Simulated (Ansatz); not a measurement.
# MnS (Fm-3m) in Ansatz: further runs

Runs on MnS. Level: LDA+U. Tasks: relaxation of cell and atoms.

All numbers are computed with Ansatz 0.2.0; they aren't measurements. Logs are shortened: lines on timing, memory, paths and dates and some standing lists are left out, and cuts for length are marked.

### 1 The structure

The structure is cubic, space group Fm-3m (No. 225). Conventional cell: a = 5.209 Å, b = 5.209 Å, c = 5.209 Å, α = 90.00°, β = 90.00°, γ = 90.00°. Mn (site symmetry m-3m) has 6 S at 2.60 Å as nearest neighbours. S (site symmetry m-3m) is surrounded by 6 Mn at 2.60 Å.

### 2 Relaxation of cell and atoms, LDA+U, collinear spin, ferromagnetic start

input.yaml reads:

```yaml
crystal:
  lattice:
    - [0.0, 2.6045, 2.6045]
    - [2.6045, 0.0, 2.6045]
    - [2.6045, 2.6045, 0.0]
  atoms:
    - { symbol: Mn, position: [0.0, 0.0, 0.0], spin: 4.0 }
    - { symbol: S, position: [0.5, 0.5, 0.5] }
hamiltonian:
  xc: lda
  pseudopotentials: { kind: paw }
  hubbard: { sites: [{ species: Mn, l: d, u_eff: 1.0 }] }
magnetization:
  spin_polarized: true
kpoints:
  mp_grid: { grid: [9, 9, 9] }
scf:
  occupations: { method: fermi_dirac, width: 0.05 }
output:
  forces: true
  stress: true
  eigenvalues: true
relax:
  f_tol: 0.01
  max_steps: 40
  cell: { stress_tol: 0.05 }
```

Potentials or basis: Ansatz PAW.

Launch:

```
$ ansatz run input.yaml --threads 2 --pin off --max-ram 5632MiB --backend cpu --events-out ev --progress --plain --runs-dir out
```

Output:

```text
Warning: RAYON_NUM_THREADS=2 ignored (pool sized by the plan → 2); use --threads N
Mn: projections on atomic orbitals take those of the free atom [Ne] 3s2 3p6 3d5 4s2, of charge +0.00 (hamiltonian.pseudopotentials.projection_atoms); the dataset's partial waves leave at most 9.0e-7 of an orbital's norm unspanned inside its sphere
S: projections on atomic orbitals take those of the free atom [Ne] 3s2 3p4, of charge +0.00 (hamiltonian.pseudopotentials.projection_atoms); the dataset's partial waves leave at most 1.6e-7 of an orbital's norm unspanned inside its sphere
Engine: ansatz 0.2.0, aarch64-unknown-linux-gnu
Pseudopotentials: kind: paw
Pseudopotential: Mn, paw, valence charge 15, recommended cutoff 420 eV (normal), Mn.paw.azcp
Pseudopotential: S, paw, valence charge 6, recommended cutoff 420 eV (normal), S.paw.azcp
Functional definition: SPW92
  exchange = slater_x
  correlation = pw_c
Crystal: 2 atoms, lattice volume = 35.335 Å³
Basis set: ecut = 420 eV, 701 PW (Γ)
Bands: 17, of which v1, the nominal top of the filled ones, is band 11 counted from 1 (10 counted from 0)
Symmetry: 48 space group operations
Space group: Fm-3m (ITA 225), of the structure as read, at distance tolerance 3.3e-5 Å
Magnetic group: BNS 225.116 (UNI 1618), of the structure as read, at distance tolerance 3.3e-5 Å
k-points: 35 of 729
Non-local potential: Mn, projectors of the file, l = 0: 3, l = 1: 2, l = 2: 3, l = 3: 1
Non-local potential: S, projectors of the file, l = 0: 2, l = 1: 2, l = 2: 2
PAW form: soft (Blöchl's): semilocal exchange-correlation on the pseudo side does not see the compensation charge
PAW frozen core: Mn, regenerated for the run's functional, and the local potential with it (the file was generated under x = pbe(κ = 0.804, μ = 0.2195149727645171), c = pbe(β = 0.06672455060314922))
PAW frozen core: S, regenerated for the run's functional, and the local potential with it (the file was generated under x = pbe(κ = 0.804, μ = 0.2195149727645171), c = pbe(β = 0.06672455060314922))
PAW one-centre angular grid: Mn, 590 points (default); XC on 64 Gauss nodes
PAW one-centre angular grid: S, 110 points (default); XC on 64 Gauss nodes
Initial density: superposition of atomic densities (chi_scale 0.1, normalization cell, long waves kept (reshape's long-wave potential 0.00 eV rms))
Starting moments: Σ|m| = 4 μB on 1 of 2 sites
Initial wavefunctions: pseudopotential atomic-orbital guess
Functional: x = slater, c = lda
SCF iter   1: F=—  HF=-4711.810235 eV  |F-HF|=—  |Δ(HF+E_count)|=         —  Δρ=7.81e-2 (↑7.81e-2 ↓6.67e-2)  dr2=8.00e0  dr2_m=2.73e-2  M=3.859 μB ∫|m|=3.860 μB  β_m=0.30  ethr=3.10e-3  ⟨swp⟩=4.1  Hψ=5514  notcnv=0
preconditioner: auto → Kerker (q_TF=auto, 2.502 Å⁻¹)  [metal: Δε(μ)=0.004 eV  Ē_g=9.533 eV  σ=0.050 eV  W_gap=0.02  n_scr=14 (ndim 8)  ℏωp=22.5 eV  f_vac=0.000  D(μ)=2.70/eV (n_scr^D=26)]
spin=Collinear: Kerker preconditioning applied to the charge; magnetization (m = ρ↑ − ρ↓) channel mixes plain (no charge-response kernel on spin).
SCF iter   2: F=—  HF=-4710.774031 eV  |F-HF|=—  |Δ(HF+E_count)|=    1.04e0  Δρ=3.75e-2 (↑3.75e-2 ↓3.28e-2)  dr2=1.09e-1  dr2_m=3.73e-1  M=4.610 μB ∫|m|=4.610 μB  β_m=1.00  ethr=3.10e-3  ⟨swp⟩=3.0  Hψ=3076  notcnv=0  defer=27
SCF iter   3: F=—  HF=-4710.763381 eV  |F-HF|=—  |Δ(HF+E_count)|=   1.07e-2  Δρ=1.06e-2 (↑1.06e-2 ↓7.70e-3)  dr2=5.98e-2  dr2_m=1.11e-2  M=4.720 μB ∫|m|=4.720 μB  β_m=1.00  ethr=5.18e-4  ⟨swp⟩=2.1  Hψ=2059  notcnv=0  defer=33
SCF iter   4: F=—  HF=-4710.796437 eV  |F-HF|=—  |Δ(HF+E_count)|=   3.31e-2  Δρ=3.86e-3 (↑3.86e-3 ↓3.01e-3)  dr2=2.18e-3  dr2_m=2.52e-3  M=4.757 μB ∫|m|=4.757 μB  β_m=0.30  ethr=2.85e-4  ⟨swp⟩=2.4  Hψ=2311  notcnv=0  defer=33
Mixer restart at iter 4: flushing history
spin-set hold released at iteration 4 (site moments contracting): the magnetisation degrees of freedom join the quasi-Newton model from the next iteration; the mixer history was flushed
[... 136 lines left out ...]
SCF iter  12: F=-4710.961057 eV  HF=-4710.961057 eV  |F-HF|=2.75e-10  |Δ(HF+E_count)|=   2.30e-9  Δρ=6.17e-7 (↑5.73e-7 ↓6.17e-7)  dr2=4.52e-10  dr2_m=2.44e-12  M=4.402 μB ∫|m|=4.402 μB  ethr=7.14e-11  ⟨swp⟩=1.0  Hψ=2781  notcnv=0
SCF 1 converged in 12 iterations: F = -4710.961057 eV  dr2 = 4.52e-10
SCF converged after 7 iterations
Magnetization: 4.4019 μB (12.7009 up, 8.2991 down)
Absolute magnetization: 4.4019 μB (∫|ρ↑−ρ↓|, with the PAW one-centre terms)
Spin contamination: 0.0443 ħ² per cell (⟨S²⟩ above its minimum at these occupations)
Per-site moments (μB) at R_I (Å): [(3.8998827286663973, 1.0232972479865272), (0.1286094726303217, 1.0232972479865272)]
Free energy (F): -4710.961057 eV
Harris-Foulkes:  -4710.961057 eV  (|F-HF|=2.73e-12)
Internal energy: -4710.952183 eV  (E = F + TS)
E sigma→0 (E₀):  -4710.956620 eV
Entropy (-TS):   -0.008874 eV (-4.437 meV/atom)
Fermi energy:    12.348430 eV
--- Per-component energies (eV) ---
  E_band       = -258.572955
  E_kinetic    = 411.110763
  E_local      = -2314.394605  (includes V_loc(G=0)·N_el)
  E_nonlocal   = 284.272136
  E_hartree    = 953.350231
  E_xc         = -208.302350
  E_vxc        = -231.943206  (∫ρ·V_xc dr)
  E_hubbard    = 0.390933  (on-site DFT+U / exact-exchange correction)
  E_vhub       = -1.991501  (the Hubbard potential's part of the band-sum identity)
  E_paw        = -1816.745702  (= ΣΔE_a)
  E_vpaw       = -312.326877  (= ΣTr[D̂ρ^β])
  E_aug_tail   = -0.000009  (compensation charges beyond the density's cutoff)
  E_ewald      = -2021.170731
  E_core_change = 0.537151  (= ΣΔE_core)
  E_smearing   = -0.008874  (= −TS)
  E_closure    = 0.000000  (closes the sum)
  Σ components = -4710.961057   (vs F -4710.961057, Δ=0.00e0)
--- Forces (eV/Å), atoms counted from 1 ---
  atom   1  Mn    -0.00000000     0.00000000    -0.00000000
  atom   2  S      0.00000000    -0.00000000     0.00000000
  max |Σ_I F_I| component: 1.79e-29 eV/Å
--- Stress (GPa, compression-positive) ---
        0.023748      -0.000000      -0.000000
       -0.000000       0.023748      -0.000000
       -0.000000      -0.000000       0.023748
  P = ⅓ Tr σ = 0.0237 GPa (0.237 kbar)
--- Band table (eV; the first three rows and the last of 70) ---
  k-point 0 ↑: bands = ["-68.6930", "-37.8021", "-37.8021", "-37.8021", "-3.2629", "8.4077", "8.4077", "8.4077", "8.5683", "8.5683", "10.3204", "10.3204", "10.3204", "15.1509", "21.1247", "21.1247", "21.1247"]
  k-point 1 ↑: bands = ["-68.6928", "-37.8042", "-37.8024", "-37.8024", "-3.1065", "8.0514", "8.1276", "8.1276", "8.5153", "8.5153", "9.8461", "10.8178", "10.8178", "15.9071", "20.1149", "21.0594", "21.0594"]
  k-point 2 ↑: bands = ["-68.6924", "-37.8095", "-37.8031", "-37.8031", "-2.6667", "6.8134", "7.4819", "7.4819", "8.7162", "8.7162", "9.5168", "11.7064", "11.7064", "16.5991", "19.7361", "20.1127", "20.1127"]
  k-point 34 ↓: bands = ["-64.5046", "-33.7432", "-33.7403", "-33.7350", "-0.8941", "6.4898", "7.1055", "7.7876", "13.0167", "13.3439", "13.5860", "13.9045", "14.1193", "18.4138", "19.9411", "20.2455", "21.6690"]
--- Relaxed structure (4 steps of the walk, 4 accepted, 1 SCFs on fresh bases) ---
  F+E_penalty+E_count = -4710.96105698 eV   max|allowed force component| = 1.315e-29 eV/Å   (the final SCF, on the basis selected at the relaxed cell)
  cell:  # Å, volume = 30.5326 Å³
    - [5.095372032895591e-34, 2.4807206011794602, 2.4807206011794602]
    - [2.4807206011794602, -1.0190744065791172e-34, 2.4807206011794602]
    - [2.4807206011794602, 2.4807206011794602, -6.878752244409045e-34]
  atoms:
    - { symbol: Mn, position: [7.887599439482079e-34, -2.563469817831626e-33, -1.9718998598706685e-34] }
    - { symbol: S, position: [0.49999999999999994, 0.49999999999999994, 0.49999999999999994] }
```

Run time: 8.8 s. Hardware: 2 threads of Arm Neoverse V2, shared host; peak memory 0.34 GiB.

What came out:

```yaml
Free_energy: -4710.9611 eV
Relaxed_volume: 15.27 Å³/atom
Relaxed_cell: a = 3.508 Å, b = 3.508 Å, c = 3.508 Å, α = 60.00°, β = 60.00°, γ = 60.00°
Space_group_after_relaxing_to_0.05_Å: Fm-3m (No. 225)
Energy_gained_by_relaxing: 60.0 meV/atom
Ionic_steps: 6
Pressure_after_relaxing: 0.0 GPa
Band_gap_on_the_k_mesh: none (metal or under the smearing width)
Net_moment: 4.40 μB per cell
Absolute_moment: 4.40 μB per cell
Site_moments: Mn +3.90; S +0.13 μB
```

Step by step:
```tsv
step	energy change (eV)	largest force (eV/Å)	volume (Å³)
1	0.0000	0.0000	35.33
2	-0.1026	0.0000	32.38
3	-0.1207	0.0000	30.68
4	-0.1208	0.0000	30.53
5	-0.1201	0.0000	30.53
6	-0.1201	0.0000	30.53
```

Final structure:
```
CELL_PARAMETERS angstrom
0.00000 2.48072 2.48072
2.48072 0.00000 2.48072
2.48072 2.48072 0.00000
ATOMIC_POSITIONS crystal
Mn 0.00000 0.00000 0.00000
S 0.50000 0.50000 0.50000
```

Eigenvalues of the final occupation matrices:
```csv
site,spin,trace,eigenvalues
site 1,1,4.82,0.92 0.92 0.99 0.99 0.99
site 1,2,0.72,0.13 0.13 0.13 0.16 0.16
```

Caveat: the magnetic or orbital state may not be the lowest; the plane-wave basis is chosen anew once the cell has moved, so the energies of steps on either side of that aren't comparable; a cell with one magnetic atom can't hold antiferromagnetic order, which such compounds often take; the PAW data sets come from PBE, with cores solved anew for the run's functional, which leaves a small shift of forces and pressure.

### 3 Relaxation of cell and atoms, LDA+U, collinear spin, ferromagnetic start

input.yaml, as its differences from that of step 2:

```diff
@@ -11,3 +11,3 @@
   pseudopotentials: { kind: paw }
-  hubbard: { sites: [{ species: Mn, l: d, u_eff: 1.0 }] }
+  hubbard: { sites: [{ species: Mn, l: d, u_eff: 2.0 }] }
 magnetization:
```

Potentials or basis: Ansatz PAW.

Launch:

```
$ ansatz run input.yaml --threads 2 --pin off --max-ram 5632MiB --backend cpu --events-out ev --progress --plain --runs-dir out
```

It took 8.2 s on 2 threads of Arm Neoverse V2, shared host; peak memory 0.34 GiB.

Results (log left out):

```yaml
Free_energy: -4710.6624 eV
Relaxed_volume: 16.42 Å³/atom
Relaxed_cell: a = 3.595 Å, b = 3.595 Å, c = 3.595 Å, α = 60.00°, β = 60.00°, γ = 60.00°
Space_group_after_relaxing_to_0.05_Å: Fm-3m (No. 225)
Energy_gained_by_relaxing: 20.1 meV/atom
Ionic_steps: 6
Pressure_after_relaxing: 0.0 GPa
Band_gap_on_the_k_mesh: none (metal or under the smearing width)
Net_moment: 4.84 μB per cell
Absolute_moment: 4.84 μB per cell
Site_moments: Mn +4.26; S +0.17 μB
```

Step by step:
```csv
step,energy change (eV),largest force (eV/Å),volume (Å³)
1,0.0000,0.0000,35.33
2,-0.0377,0.0000,33.48
3,-0.0406,0.0000,32.74
4,-0.0407,0.0000,32.85
5,-0.0403,0.0000,32.85
6,-0.0403,0.0000,32.85
```

Final structure:
```cif
data_structure
_symmetry_space_group_name_H-M 'P 1'
_symmetry_Int_Tables_number 1
_cell_length_a 3.5948
_cell_length_b 3.5948
_cell_length_c 3.5948
_cell_angle_alpha 60.000
_cell_angle_beta 60.000
_cell_angle_gamma 60.000
_cell_volume 32.85
loop_
_atom_site_label
_atom_site_type_symbol
_atom_site_fract_x
_atom_site_fract_y
_atom_site_fract_z
_atom_site_occupancy
Mn1 Mn 0.00000 0.00000 0.00000 1
S1 S 0.50000 0.50000 0.50000 1
```

Levels at points of the mesh, in eV from the Fermi level:
Spin up:
```tsv
k point	band 10	band 11	band 12	band 13	band 14	band 15	band 16	band 17
(0.00, 0.00, 0.00)	-4.50	-1.96	-1.96	-1.96	2.07	8.48	8.48	8.48
```
Spin down:
```csv
k point,band 4,band 5,band 6,band 7,band 8,band 9,band 10,band 11,band 12,band 13
"(0.00, 0.00, 0.00)",-46.10,-14.69,-1.62,-1.62,-1.62,0.58,0.58,0.58,0.60,0.60
```

Eigenvalues of the final occupation matrices:
```csv
site,spin,trace,eigenvalues
site 1,1,4.93,0.97 0.97 1.00 1.00 1.00
site 1,2,0.47,0.06 0.06 0.06 0.14 0.14
```

Caveat: the magnetic or orbital state may not be the lowest; the plane-wave basis is chosen anew once the cell has moved, so the energies of steps on either side of that aren't comparable; a cell with one magnetic atom can't hold antiferromagnetic order, which such compounds often take; the PAW data sets come from PBE, with cores solved anew for the run's functional, which leaves a small shift of forces and pressure. LDA usually gives volumes a few per cent too small.

### 4 Relaxation of cell and atoms, LDA+U, collinear spin, ferromagnetic start

input.yaml, as its differences from that of step 3:

```diff
@@ -11,3 +11,3 @@
   pseudopotentials: { kind: paw }
-  hubbard: { sites: [{ species: Mn, l: d, u_eff: 2.0 }] }
+  hubbard: { sites: [{ species: Mn, l: d, u_eff: 3.0 }] }
 magnetization:
@@ -22,2 +22,6 @@
   eigenvalues: true
+  write_density: true
+  write_potential: true
+  elf: true
+  volumetric_format: npy
 relax:
```

Potentials or basis: Ansatz PAW.

Launch:

```
$ ansatz run input.yaml --threads 2 --pin off --max-ram 5632MiB --backend cpu --events-out ev --progress --plain --runs-dir out
```

Output:

```text
Warning: RAYON_NUM_THREADS=2 ignored (pool sized by the plan → 2); use --threads N
Mn: projections on atomic orbitals take those of the free atom [Ne] 3s2 3p6 3d5 4s2, of charge +0.00 (hamiltonian.pseudopotentials.projection_atoms); the dataset's partial waves leave at most 9.0e-7 of an orbital's norm unspanned inside its sphere
S: projections on atomic orbitals take those of the free atom [Ne] 3s2 3p4, of charge +0.00 (hamiltonian.pseudopotentials.projection_atoms); the dataset's partial waves leave at most 1.6e-7 of an orbital's norm unspanned inside its sphere
[... 7 set-up lines as earlier in the session ...]
Crystal: 2 atoms, lattice volume = 35.335 Å³
Basis set: ecut = 420 eV, 701 PW (Γ)
Bands: 17, of which v1, the nominal top of the filled ones, is band 11 counted from 1 (10 counted from 0)
[... 2 set-up lines as earlier in the session ...]
Magnetic group: BNS 225.116 (UNI 1618), of the structure as read, at distance tolerance 3.3e-5 Å
k-points: 35 of 729
[... 3 set-up lines as earlier in the session ...]
[... 148 lines left out ...]
  E_vxc        = -229.882970  (∫ρ·V_xc dr)
  E_hubbard    = 0.529318  (on-site DFT+U / exact-exchange correction)
  E_vhub       = -6.923709  (the Hubbard potential's part of the band-sum identity)
  E_paw        = -1817.586704  (= ΣΔE_a)
  E_vpaw       = -313.299515  (= ΣTr[D̂ρ^β])
  E_aug_tail   = -0.000009  (compensation charges beyond the density's cutoff)
  E_ewald      = -1948.822511
  E_core_change = 0.537151  (= ΣΔE_core)
  E_smearing   = -0.001611  (= −TS)
  E_closure    = -0.000000  (closes the sum)
  Σ components = -4710.457977   (vs F -4710.457977, Δ=0.00e0)
--- Forces (eV/Å), atoms counted from 1 ---
  atom   1  Mn    -0.00000000     0.00000000     0.00000000
  atom   2  S      0.00000000     0.00000000     0.00000000
  max |Σ_I F_I| component: 1.97e-30 eV/Å
--- Stress (GPa, compression-positive) ---
        0.010263      -0.000000       0.000000
        0.000000       0.010263      -0.000000
       -0.000000      -0.000000       0.010263
  P = ⅓ Tr σ = 0.0103 GPa (0.103 kbar)
--- Band table (eV; the first three rows and the last of 70) ---
  k-point 0 ↑: bands = ["-70.9038", "-39.9996", "-39.9996", "-39.9996", "-4.0611", "5.4679", "5.4679", "5.4679", "5.5921", "5.5921", "8.8628", "8.8628", "8.8628", "12.4919", "19.1068", "19.1068", "19.1068"]
  k-point 1 ↑: bands = ["-70.9037", "-40.0008", "-39.9998", "-39.9998", "-3.9249", "5.3489", "5.3885", "5.3885", "5.5549", "5.5549", "8.1280", "9.1019", "9.1019", "13.2881", "18.1360", "19.0282", "19.0282"]
  k-point 2 ↑: bands = ["-70.9035", "-40.0038", "-40.0003", "-40.0003", "-3.5445", "4.8228", "5.0301", "5.0301", "5.6978", "5.6978", "7.1526", "9.6475", "9.6475", "14.2044", "17.5074", "18.0162", "18.0162"]
  k-point 34 ↓: bands = ["-66.2178", "-35.4441", "-35.4425", "-35.4394", "-1.9223", "5.5462", "6.1402", "6.7579", "12.3465", "12.3807", "12.7179", "13.0368", "13.1641", "16.3042", "17.9303", "18.3735", "19.5363"]
--- Relaxed structure (3 steps of the walk, 3 accepted, 1 SCFs on fresh bases) ---
  F+E_penalty+E_count = -4710.45797672 eV   max|allowed force component| = 8.546e-31 eV/Å   (the final SCF, on the basis selected at the relaxed cell)
  cell:  # Å, volume = 34.0609 Å³
    - [1.60040547813565e-34, 2.57281504157803, 2.57281504157803]
    - [2.57281504157803, 2.038148813158236e-34, 2.57281504157803]
    - [2.57281504157803, 2.57281504157803, 3.265624699117525e-35]
  atoms:
    - { symbol: Mn, position: [4.929749649676183e-34, -6.408674544579034e-34, -6.408674544579034e-34] }
    - { symbol: S, position: [0.5, 0.5, 0.5] }
```

It took 7.1 s on 2 threads of Arm Neoverse V2, shared host; peak memory 0.35 GiB.

What came out:

| Quantity | Value |
| --- | --- |
| Free energy | -4710.4580 eV |
| Relaxed volume | 17.03 Å³/atom |
| Relaxed cell | a = 3.639 Å, b = 3.639 Å, c = 3.639 Å, α = 60.00°, β = 60.00°, γ = 60.00° |
| Space group after relaxing (to 0.05 Å) | Fm-3m (No. 225) |
| Energy gained by relaxing | 6.2 meV/atom |
| Ionic steps | 5 |
| Pressure after relaxing | 0.0 GPa |
| Band gap on the k mesh | none (metal or under the smearing width) |
| Net moment | 4.98 μB per cell |
| Absolute moment | 4.98 μB per cell |
| Site moments | Mn +4.40; S +0.17 μB |

The path:
```csv
step,energy change (eV),largest force (eV/Å),volume (Å³)
1,0.0000,0.0000,35.33
2,-0.0125,0.0000,34.15
3,-0.0126,0.0000,34.06
4,-0.0124,0.0000,34.06
5,-0.0124,0.0000,34.06
```

Final structure:
```
Mn S
1.0
     0.00000    2.57282    2.57282
     2.57282    0.00000    2.57282
     2.57282    2.57282    0.00000
Mn S
1 1
Direct
  0.00000 0.00000 0.00000
  0.50000 0.50000 0.50000
```

Levels at points of the mesh, in eV from the Fermi level:
Spin up:
```
           k point  band 10  band 11  band 12  band 13  band 14  band 15  band 16  band 17
(0.00, 0.00, 0.00)    -5.13    -1.86    -1.86    -1.86     1.77     8.38     8.38     8.38
```
Spin down:
| k point | band 5 | band 6 | band 7 | band 8 | band 9 | band 10 | band 11 | band 12 |
| --- | --- | --- | --- | --- | --- | --- | --- | --- |
| (0.00, 0.00, 0.00) | -14.38 | -1.53 | -1.53 | -1.53 | 1.01 | 1.01 | 1.10 | 1.10 |

Eigenvalues of the final occupation matrices:
```
  site  spin  trace               eigenvalues
site 1     1   4.97  0.99 0.99 1.00 1.00 1.00
site 1     2   0.36  0.03 0.03 0.03 0.13 0.13
```

Caveat: the magnetic or orbital state may not be the lowest; the plane-wave basis is chosen anew once the cell has moved, so the energies of steps on either side of that aren't comparable; a cell with one magnetic atom can't hold antiferromagnetic order, which such compounds often take; the PAW data sets come from PBE, with cores solved anew for the run's functional, which leaves a small shift of forces and pressure. The state reached can hang on the start; a lower one may exist.

### 5 Overview

| U | gap on the mesh (eV) | pressure (GPa) | moment (μB) | relaxed volume (Å³/atom) |
| --- | --- | --- | --- | --- |
| Mn d U = 1 eV | none | 0.0 | 4.40 | 15.27 |
| Mn d U = 2 eV | none | 0.0 | 4.84 | 16.42 |
| Mn d U = 3 eV | none | 0.0 | 4.98 | 17.03 |

Alike in all rows: task relaxation of cell and atoms; level LDA+U; potentials or basis Ansatz PAW; spin collinear, ferromagnetic start; cell relaxed; k mesh 9 × 9 × 9; cutoff (eV) 420; smearing fermi-dirac 0.05 eV.

Caveats: the magnetic or orbital state may not be the lowest; the plane-wave basis is chosen anew once the cell has moved, so the energies of steps on either side of that aren't comparable; a cell with one magnetic atom can't hold antiferromagnetic order, which such compounds often take; the PAW data sets come from PBE, with cores solved anew for the run's functional, which leaves a small shift of forces and pressure.

Total energies depend on the potentials used, so only differences within one code and one set of settings carry meaning.
